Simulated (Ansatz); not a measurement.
# GaN: a fit and a missing row

GaN, P6_3mc, a = 3.183 Å, c = 5.185 Å. Ansatz: PBEsol, PAW, 420 eV, Γ-centred 12×12×6 mesh on 4 atoms, Gaussian smearing 0.02 eV; no spin polarisation. Shape and atoms are relaxed at each volume; pressure is positive in compression.

| V (Å³/atom) | P (GPa) |
| --- | --- |
| 10.689 | 13.36 |
| 11.030 | 6.14 |
| 11.371 | 0.00 |
| 11.713 | -5.22 |
| 12.054 | ? |

Q: Take V0 = 11.371 Å³/atom, fit the third-order Birch–Murnaghan form to the other rows, and predict the missing pressure.

A: With the Eulerian strain f = ½[(V0/V)^(2/3) − 1] and y = P/[3f(1 + 2f)^(5/2)], the form is the line y = B0 + 1.5 B0 (B0′ − 4) f. Rows (f, y): 0.02105, 190.8; 0.01025, 189.8; -0.00978, 186.9. Means f = 0.007173, y = 189.17; Σ(Δf)² = 0.0004894, ΣΔfΔy = 0.06304; the slope is their ratio. y = 188.2 + 128.8 f GPa, so B0 = 188.2 GPa and B0′ = 4 + 2 × (128.8)/(3 × 188.2) = 4.46. At V = 12.054, f = -0.01907, y = 185.74 and P = -9.64 GPa. The run gave -9.66 GPa, so the fit is 0.02 GPa too high, a small miss on the scale of the series. The form still works here, 33 % of the fitted range beyond its end.